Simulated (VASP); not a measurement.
# Cu in VASP: single point with PBEsol

Aim: the single point of Cu with PBEsol.

Program: VASP 6.6.1. These are calculated values, not measurements. Logs are shortened: lines on timing, memory, paths and dates and some standing lists are left out, and cuts for length are marked.

### Step 1. The slab as given

The cell holds a slab with vacuum, 6 atoms: a = 2.534 Å, b = 2.534 Å, c = 22.281 Å, α = 90.00°, β = 90.00°, γ = 120.00°.

The slab is cut from a database's or a generator's crystal, which needn't be the stable form of the element.

### Step 2. Single point, PBEsol

INCAR reads:

```
  PREC = Accurate
  ENCUT = 520
  EDIFF = 1E-7
  ISMEAR = -1
  SIGMA = 0.05
  LREAL = False
  LASPH = True
  NELM = 100
  ALGO = Fast
  ISIF = 2
  LWAVE = False
  LCHARG = False
  LDIPOL = True
  IDIPOL = 3
  DIPOL = 0.5 0.5 0.500
  GGA = PS
  NBANDS = 42
```

KPOINTS reads:

```
regular mesh
0
Gamma
  8 8 1
```

POSCAR reads:

```
Cu
1.0
    2.5340966689     -0.0000000029      0.0000000000
   -1.2670483320      2.1945920924      0.0000000000
    0.0000000000      0.0000000000     22.2814275000
Cu
6
Direct
    0.3333333333      0.6666666667      0.2692825673
    0.6666666667      0.3333333333      0.3615695404
    0.3333333333      0.6666666667      0.4538565135
    0.6666666667      0.3333333333      0.5463384928
    0.3333333333      0.6666666667      0.6379527905
    0.6666666667      0.3333333333      0.7300921174
```

Potentials or basis: VASP PAW PBE potentials, release 64 (Cu).

Launch:

```console
cat potpaw_PBE.64/Cu/POTCAR > POTCAR
mpirun -np 1 vasp_std > vasp.out
```

OUTCAR:

```text
PREC = Accurate
   ENCUT = 520
   EDIFF = 1E-7
   ISMEAR = -1
   LREAL = False
   LASPH = True
   NELM = 100
   ISIF = 2
   GGA = PS

 ion  position               nearest neighbor table
   1  0.333  0.667  0.269-   2 2.52   2 2.52   2 2.52
   2  0.667  0.333  0.362-   1 2.52   3 2.52   1 2.52   3 2.52   1 2.52   3 2.52
   3  0.333  0.667  0.454-   2 2.52   2 2.52   2 2.52   4 2.53   4 2.53   4 2.53
   4  0.667  0.333  0.546-   5 2.51   5 2.51   5 2.51   3 2.53   3 2.53   3 2.53
   5  0.333  0.667  0.638-   4 2.51   4 2.51   4 2.51   6 2.52   6 2.52   6 2.52
   6  0.667  0.333  0.730-   5 2.52   5 2.52   5 2.52

  LATTYP: Found a hexagonal cell.
 ALAT       =     2.5340966689
 C/A-ratio  =     8.7926509566

  Lattice vectors:

 A1 = (   2.5340966689,  -0.0000000029,   0.0000000000)
 A2 = (  -1.2670483320,   2.1945920924,   0.0000000000)
 A3 = (   0.0000000000,   0.0000000000,  22.2814275000)

Analysis of symmetry for initial positions (statically):
=====================================================================
 Subroutine PRICEL returns:
 Original cell was already a primitive cell.

 Routine SETGRP: Setting up the symmetry group for a
 hexagonal supercell.

 Subroutine GETGRP returns: Found  6 space group operations
 (whereof  6 operations were pure point group operations)
 out of a pool of 24 trial point group operations.

The static configuration has the point symmetry C_3v.

Analysis of symmetry for dynamics (positions and initial velocities):
=====================================================================
 Subroutine PRICEL returns:
 Original cell was already a primitive cell.

 Routine SETGRP: Setting up the symmetry group for a
 hexagonal supercell.

 Subroutine GETGRP returns: Found  6 space group operations
 (whereof  6 operations were pure point group operations)
 out of a pool of 24 trial point group operations.

The dynamic configuration has the point symmetry C_3v.

 Subroutine INISYM returns: Found  6 space group operations
 (whereof  6 operations are pure point group operations),
 and found     1 'primitive' translations

----------------------------------------------------------------------------------------

                                     Primitive cell

  volume of cell :     123.9139

  direct lattice vectors                    reciprocal lattice vectors
     2.534096669 -0.000000003  0.000000000     0.394617937  0.227832772  0.000000000
    -1.267048332  2.194592092  0.000000000     0.000000001  0.455665544  0.000000000
     0.000000000  0.000000000 22.281427500     0.000000000  0.000000000  0.044880428

  length of vectors
     2.534096669  2.534096669 22.281427500     0.455665544  0.455665544  0.044880428

  position of ions in fractional coordinates (direct lattice)
     0.333333333  0.666666667  0.269282567
     0.666666667  0.333333333  0.361569540
     0.333333333  0.666666667  0.453856513
     0.666666667  0.333333333  0.546338493
     0.333333333  0.666666667  0.637952791
     0.666666667  0.333333333  0.730092117

  ion indices of the primitive-cell ions
   primitive index   ion index
                 1           1
                 2           2
                 3           3
                 4           4
                 5           5
                 6           6

----------------------------------------------------------------------------------------

 KPOINTS: regular mesh

Automatic generation of k-mesh.
 Grid dimensions read from file:
 generate k-points for:    8    8    1

 Generating k-lattice:

  Cartesian coordinates                     Fractional coordinates (reciprocal lattice)
     0.049327242  0.028479096  0.000000000     0.125000000  0.000000000  0.000000000
     0.000000000  0.056958193  0.000000000    -0.000000000  0.125000000  0.000000000
     0.000000000  0.000000000  0.044880428     0.000000000  0.000000000  1.000000000

  Length of vectors
     0.056958193  0.056958193  0.044880428

  Shift w.r.t. Gamma in fractional coordinates (k-lattice)
     0.000000000  0.000000000  0.000000000

 Subroutine IBZKPT returns following result:
 ===========================================

 Found     10 irreducible k-points:

 Following reciprocal coordinates:
            Coordinates               Weight
  0.000000  0.000000  0.000000      1.000000
  0.125000  0.000000  0.000000      6.000000
  0.250000  0.000000  0.000000      6.000000
  0.375000  0.000000  0.000000      6.000000
  0.500000  0.000000  0.000000      3.000000
  0.125000  0.125000  0.000000      6.000000
  0.250000  0.125000  0.000000     12.000000
  0.375000  0.125000  0.000000     12.000000
  0.250000  0.250000  0.000000      6.000000
  0.375000  0.250000  0.000000      6.000000
   k-points           NKPTS =     10   k-points in BZ     NKDIM =     10   number of bands    NBANDS=     42
   number of dos      NEDOS =    301   number of ions     NIONS =      6
   total plane-waves  NPLWV =  67200
   dimension x,y,z NGX =    20 NGY =   20 NGZ =  168
   dimension x,y,z NGXF=    40 NGYF=   40 NGZF=  336
   ions per type =               6
   NGX,Y,Z   is equivalent  to a cutoff of  13.12, 13.12, 12.53 a.u.
   NGXF,Y,Z  is equivalent  to a cutoff of  26.24, 26.24, 25.07 a.u.
 SYSTEM =  unknown system
   PREC   = accura    normal or accurate (medium, high low for compatibility)
   ISTART =      0    job   : 0-new  1-cont  2-samecut
   ICHARG =      2    charge: 1-file 2-atom 10-const
   ISPIN  =      1    spin polarized calculation?
   LNONCOLLINEAR =      F non collinear calculations
   LSORBIT =      F    spin-orbit coupling
   LASPH  =      T    aspherical Exc in radial PAW
   ENCUT  =  520.0 eV  38.22 Ry    6.18 a.u.   4.71  4.71 41.43*2*pi/ulx,y,z
   NELM   =    100;   NELMIN=  2; NELMDL= -5     # of ELM steps
   EDIFF  = 0.1E-06   stopping-criterion for ELM
   LREAL  =      F    real-space projection
   EDIFFG = 0.1E-05   stopping-criterion for IOM
   NSW    =      0    number of steps for IOM
   IBRION =     -1    ionic relax: 0-MD 1-quasi-New 2-CG
   NFREE  =      0    steps in history (QN), initial steepest desc. (CG)
   ISIF   =      2    stress and relaxation
   ISYM   =      2    0-nonsym 1-usesym 2-fastsym
   POTIM  = 0.5000    time-step for ionic-motion
   TEBEG  =    0.0;   TEEND  =   0.0 temperature during run
   PSTRESS=    0.0 pullay stress
   NELECT =      66.0000    total number of electrons
   NUPDOWN=      -1.0000    fix difference up-down
   EMIN   =  10.00;   EMAX   =-10.00  energy-range for DOS
   EFERMI =   0.00;   METHOD = LEGACY
   ISMEAR =    -1;   SIGMA  =   0.05  broadening in eV -4-tet -1-fermi 0-gaus
   EFERMI_NEDOS =   21; number of points for ismear=-14 and -15
   IALGO  =     68    algorithm
   IMIX   =      4    mixing-type and parameters
     AMIX     =   0.40;   BMIX     =  1.00
     AMIX_MAG =   1.60;   BMIX_MAG =  1.00
  volume/ion in A,a.u.               =      20.65       139.37
  Fermi-wavevector in a.u.,A,eV,Ry     =   1.327036  2.507735 23.960205  1.761025
  Thomas-Fermi vector in A             =   2.456379
   LORBIT       =      0    0 simple, 1 ext, 2 COOP (PROOUT), +10 PAW based schemes
   GGA     = PS    functional components
   LHFCALC =     F    Hartree Fock is set to
   AEXX    =    0.0000 exact exchange contribution
   IVDW    =     0    specifies the selected vdW correction
   LEPSILON=     F    determine dielectric tensor
   LRPA    =     F    only Hartree local field effects (RPA)
 non-spin polarized calculation
 RMM-DIIS sequential band-by-band and
  energy-cutoff  :      520.00
  volume of cell :      123.91
 maximum number of plane-waves:      3383
 NGX is ok and might be reduce to    20
   NGX =  9   NGY =  9   NGZ = 83

 dipolmoment           0.000000      0.000000      0.000005 electrons x Angstroem

 number of electron      65.9999935 magnetization

 dipolmoment           0.000000      0.000000     -0.000024 electrons x Angstroem

 Free energy of the ion-electron system (eV)
  ---------------------------------------------------
  ext. energy  EPLUGINS =         0.00000000
  ---------------------------------------------------
  free energy    TOTEN  =       -24.56297616 eV

  energy without entropy =      -24.51960354  energy(sigma->0) =      -24.54128985

 E-fermi :   2.1272     XC(G=0):  -8.0521

 val. band max:        2.0914439291   @ k =   0.2500   0.0000   0.0000
 cond. band min:       2.1541391047   @ k =   0.5000   0.0000   0.0000
 fundamental gap:      0.0626951756
 Fermi energy:         2.1272424021

 k-point     1 :       0.0000    0.0000    0.0000
  band No.  band energies     occupation
      1      -7.1864      2.00000
      2      -6.5780      2.00000
      3      -5.5340      2.00000
      4      -4.3226      2.00000
      5      -3.4086      2.00000
      6      -3.0667      2.00000
[... 34 lines left out ...]
     41       8.6082      0.00000
     42      11.2603      0.00000

 k-point     2 :       0.1250    0.0000    0.0000
  band No.  band energies     occupation
      1      -6.6795      2.00000
      2      -6.0836      2.00000
      3      -5.0633      2.00000
      4      -3.8860      2.00000
      5      -3.0247      2.00000
      6      -2.7567      2.00000
[... 34 lines left out ...]
     41       9.0345      0.00000
     42      11.6697      0.00000

 k-point     3 :       0.2500    0.0000    0.0000
  band No.  band energies     occupation
      1      -5.2615      2.00000
      2      -4.7328      2.00000
      3      -3.8566      2.00000
      4      -2.9161      2.00000
      5      -2.2807      2.00000
      6      -2.2084      2.00000
[... 267 lines left out ...]
      4      -2.1859      2.00000
      5      -2.0933      2.00000
      6      -1.8140      2.00000
[... 34 lines left out ...]
     41       9.7896      0.00000
     42      10.5030      0.00000

 k-point    10 :       0.3750    0.2500    0.0000
  band No.  band energies     occupation
      1      -2.2046      2.00000
      2      -2.1829      2.00000
      3      -2.0428      2.00000
      4      -2.0316      2.00000
      5      -1.9303      2.00000
      6      -1.8210      2.00000
[... 34 lines left out ...]
     41       9.1429      0.00000
     42       9.8416      0.00000

------------------------ aborting loop because EDIFF is reached ----------------------------------------

 vacuum level on the upper side and lower side of the slab       (xc-potential included)        -0.231        -0.229

  FORCE on cell =-STRESS in cart. coord.  units (eV):
  Direction    XX          YY          ZZ          XY          YZ          ZX
  --------------------------------------------------------------------------------------
  -------------------------------------------------------------------------------------
  Total       -1.8467657     -1.8467657      0.0723389      0.0000000      0.0000000      0.0000000
  in kB      -23.8782436    -23.8782436      0.9353248      0.0000000      0.0000000      0.0000000
  external PRESSURE =     -15.6070541 kB  Pullay stress =       0.0000000 kB

 VOLUME and BASIS-vectors are now :
 -----------------------------------------------------------------------------
  energy-cutoff  :      520.00
  volume of cell :      123.91
      direct lattice vectors                 reciprocal lattice vectors
     2.534096669 -0.000000003  0.000000000     0.394617937  0.227832772  0.000000000
    -1.267048332  2.194592092  0.000000000     0.000000001  0.455665544  0.000000000
     0.000000000  0.000000000 22.281427500     0.000000000  0.000000000  0.044880428

 POSITION                                       TOTAL-FORCE (eV/Angst)
 -----------------------------------------------------------------------------------
      0.00000      1.46306      6.00000         0.000000     -0.000000     -0.010221
      1.26705      0.73153      8.05629         0.000000     -0.000000      0.048376
      0.00000      1.46306     10.11257        -0.000000     -0.000000     -0.065630
      1.26705      0.73153     12.17320         0.000000      0.000000     -0.000102
      0.00000      1.46306     14.21450        -0.000000      0.000000      0.002815
      1.26705      0.73153     16.26749         0.000000     -0.000000      0.024763
 -----------------------------------------------------------------------------------
    total drift:                                0.000000      0.000000     -0.001651

  FREE ENERGIE OF THE ION-ELECTRON SYSTEM (eV)
  ---------------------------------------------------
  free  energy   TOTEN  =       -24.5629761634 eV

  energy  without entropy=      -24.5196035397  energy(sigma->0) =      -24.54128985

 vacuum level on the upper side and lower side of the slab         6.863         6.863
```

Run time: 1.7 min. Hardware: 1 thread of Intel Xeon Platinum 8488C (Sapphire Rapids), shared host; peak memory 0.24 GiB.

Results:

| Item | Value |
| --- | --- |
| Free energy | -24.5630 eV |
| Largest force | 0.066 eV/Å |
| Band gap on the k mesh | none (metal or under the smearing width) |

Forces in eV/Å, atoms in the order of the input:
```
Cu   0.000  0.000 -0.010
Cu   0.000  0.000  0.048
Cu   0.000  0.000 -0.066
Cu   0.000  0.000  0.000
Cu   0.000  0.000  0.003
Cu   0.000  0.000  0.025
```

Levels at points of the mesh, in eV from the Fermi level:
```csv
k point,band 32,band 33,band 34,band 35,band 36,band 37
"(0.00, 0.00, 0.00)",-1.66,-1.66,-1.63,-1.63,-0.85,-0.35
"(0.50, 0.00, 0.00)",0.04,0.45,1.10,1.51,1.67,5.02
```

Caveat: the PAW data sets were made with another functional, which shifts forces and pressure a little.
